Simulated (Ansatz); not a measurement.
Band table of MoS2

```
Mo S
1.0
     1.58150    0.91308    5.93963
    -1.58150    0.91308    5.93963
     0.00000   -1.82616    5.93963
Mo S
1 2
Direct
  0.00000 0.00000 0.00000
  0.74840 0.74840 0.74840
  0.58490 0.58490 0.58490
```

Atoms are numbered in the order listed.

The cell comes from COD entry 9007661, which wasn't checked; take it as a given geometry. The listed cell was then made from it by scaling, straining or moving an atom.

Theory: Ansatz 0.2.0, DFT, PBE, all-electron LAPW, scalar-relativistic.

Settings: a Γ-centred 13×13×13 k mesh, Fermi–Dirac smearing of 0.05 eV, basis error target 0.5 meV/atom, no spin polarisation.

Path points, in fractions of the reciprocal vectors: Γ (0.000, 0.000, 0.000), T (0.500, 0.500, 0.500), H2 (0.818, 0.182, 0.500), H0 (0.500, -0.182, 0.182), L (0.500, 0.000, 0.000), S0 (0.341, -0.341, 0.000), S2 (0.659, 0.000, 0.341), F (0.500, 0.000, 0.500). Levels in eV from the valence-band top; bands 22 to 34, counted from the lowest band of the run. The gap is 0.21 eV, indirect from T (0.5, 0.5, 0.5) to the line S0 (0.341, -0.341, 0)–S2 (0.659, 0, 0.341) (so small a gap may close at points that the mesh and path miss).

```
# k(1/Å) point b22 b23 b24 b25 b26 b27 b28 b29 b30 b31 b32 b33 b34
0.000 Γ -15.84 -13.74 -7.72 -4.43 -4.43 -3.14 -3.14 -1.30 -1.27 1.63 1.63 2.31 2.31
0.106 - -15.82 -13.78 -7.64 -4.43 -4.43 -3.14 -3.14 -1.85 -0.80 1.64 1.64 2.30 2.30
0.212 - -15.76 -13.89 -7.41 -4.44 -4.44 -3.13 -3.13 -2.47 -0.44 1.66 1.66 2.26 2.26
0.317 - -15.69 -14.04 -7.10 -4.44 -4.44 -3.12 -3.12 -3.05 -0.19 1.69 1.69 2.21 2.21
0.423 - -15.62 -14.16 -6.80 -4.44 -4.44 -3.51 -3.11 -3.11 -0.05 1.72 1.72 2.17 2.17
0.529 T -15.59 -14.21 -6.67 -4.45 -4.45 -3.70 -3.11 -3.11 0.00 1.73 1.73 2.16 2.16
0.781 - -15.41 -14.14 -6.50 -4.78 -4.31 -4.24 -3.42 -2.64 -0.47 1.51 1.90 2.08 2.15
1.034 - -14.90 -13.95 -6.27 -5.22 -4.98 -4.29 -3.76 -2.29 -1.50 1.30 1.43 2.12 2.99
1.286 - -14.26 -13.70 -6.54 -5.69 -5.04 -4.92 -3.67 -2.29 -2.16 1.19 1.69 1.96 3.75
1.538 - -13.72 -13.45 -6.60 -6.54 -4.99 -4.71 -4.44 -2.60 -1.90 1.09 2.05 2.23 3.98
1.791 H2 -13.51 -13.30 -7.05 -6.06 -5.49 -5.01 -4.17 -3.04 -1.36 0.25 2.23 2.85 4.09
1.864 - -13.51 -13.29 -7.06 -6.03 -5.53 -5.01 -4.13 -3.07 -1.34 0.23 2.24 2.85 4.09
1.938 - -13.51 -13.29 -7.06 -6.02 -5.56 -5.02 -4.09 -3.09 -1.33 0.22 2.24 2.84 4.09
2.012 - -13.51 -13.29 -7.06 -6.02 -5.56 -5.02 -4.09 -3.09 -1.33 0.22 2.24 2.84 4.09
2.086 - -13.51 -13.29 -7.06 -6.03 -5.53 -5.01 -4.13 -3.07 -1.34 0.23 2.24 2.85 4.09
2.160 H0 -13.51 -13.30 -7.05 -6.06 -5.49 -5.01 -4.17 -3.04 -1.36 0.25 2.23 2.85 4.09
2.304 - -13.54 -13.28 -7.04 -6.22 -5.58 -4.79 -4.01 -3.09 -1.39 0.28 2.20 2.71 4.09
2.449 - -13.62 -13.29 -6.84 -6.67 -5.61 -4.22 -4.07 -2.88 -1.60 0.60 2.12 2.50 3.96
2.594 - -13.73 -13.33 -7.05 -6.52 -5.67 -4.45 -3.34 -2.65 -1.76 0.92 1.82 2.71 3.72
2.739 - -13.80 -13.36 -7.29 -6.21 -5.69 -4.72 -2.68 -2.52 -1.85 1.06 1.63 3.09 3.48
2.884 L -13.83 -13.38 -7.38 -6.09 -5.66 -4.86 -2.50 -2.37 -1.91 1.07 1.60 3.26 3.43
3.116 - -14.07 -13.42 -7.26 -5.88 -5.49 -4.74 -2.60 -2.42 -2.12 1.12 1.44 3.13 3.34
3.348 - -14.63 -13.52 -7.05 -5.55 -5.10 -4.40 -3.16 -2.19 -1.99 1.16 1.34 2.66 3.06
3.581 - -15.24 -13.63 -7.17 -5.26 -4.35 -3.89 -3.79 -1.65 -1.47 1.19 1.71 1.97 2.53
3.813 - -15.68 -13.71 -7.55 -4.72 -4.26 -3.55 -3.38 -1.40 -1.12 1.58 1.84 1.91 2.13
4.045 Γ -15.84 -13.74 -7.72 -4.43 -4.43 -3.14 -3.14 -1.30 -1.27 1.63 1.63 2.31 2.31
4.316 - -15.62 -13.70 -7.50 -4.81 -4.20 -3.65 -3.50 -1.34 -1.18 1.53 1.71 2.02 2.09
4.587 - -15.04 -13.57 -7.07 -5.37 -4.64 -4.18 -3.66 -1.75 -1.49 0.97 1.52 1.79 3.10
4.858 - -14.29 -13.41 -6.97 -5.88 -5.25 -4.36 -3.71 -2.14 -2.05 0.83 1.41 2.25 3.79
5.129 - -13.70 -13.29 -6.79 -6.72 -5.07 -4.63 -4.12 -2.82 -1.70 0.69 1.91 2.41 4.04
5.400 S0 -13.51 -13.29 -7.06 -6.02 -5.56 -5.02 -4.09 -3.09 -1.33 0.22 2.24 2.84 4.09
5.472 - -13.51 -13.29 -7.06 -6.02 -5.57 -5.01 -4.08 -3.09 -1.33 0.21 2.24 2.84 4.10
5.543 - -13.51 -13.29 -7.07 -6.02 -5.58 -5.00 -4.08 -3.09 -1.33 0.21 2.23 2.84 4.10
5.614 - -13.51 -13.29 -7.07 -6.02 -5.58 -5.00 -4.08 -3.09 -1.33 0.21 2.23 2.84 4.10
5.686 - -13.51 -13.29 -7.06 -6.02 -5.57 -5.01 -4.08 -3.09 -1.33 0.21 2.24 2.84 4.10
5.757 S2 -13.51 -13.29 -7.06 -6.02 -5.56 -5.02 -4.09 -3.09 -1.33 0.22 2.24 2.84 4.09
5.883 - -13.54 -13.33 -6.96 -6.33 -5.26 -4.84 -4.28 -3.02 -1.45 0.44 2.33 2.76 3.92
6.009 - -13.60 -13.38 -6.78 -6.68 -5.26 -4.51 -4.15 -2.98 -1.59 0.76 2.23 2.77 3.62
6.136 - -13.67 -13.44 -6.99 -6.51 -5.32 -4.66 -3.43 -3.01 -1.68 1.00 1.89 3.03 3.40
6.262 - -13.73 -13.47 -7.17 -6.31 -5.36 -4.76 -3.09 -2.80 -1.72 1.05 1.71 2.88 3.71
6.388 F -13.75 -13.49 -7.24 -6.23 -5.37 -4.79 -3.12 -2.55 -1.76 1.00 1.68 2.79 3.91
```
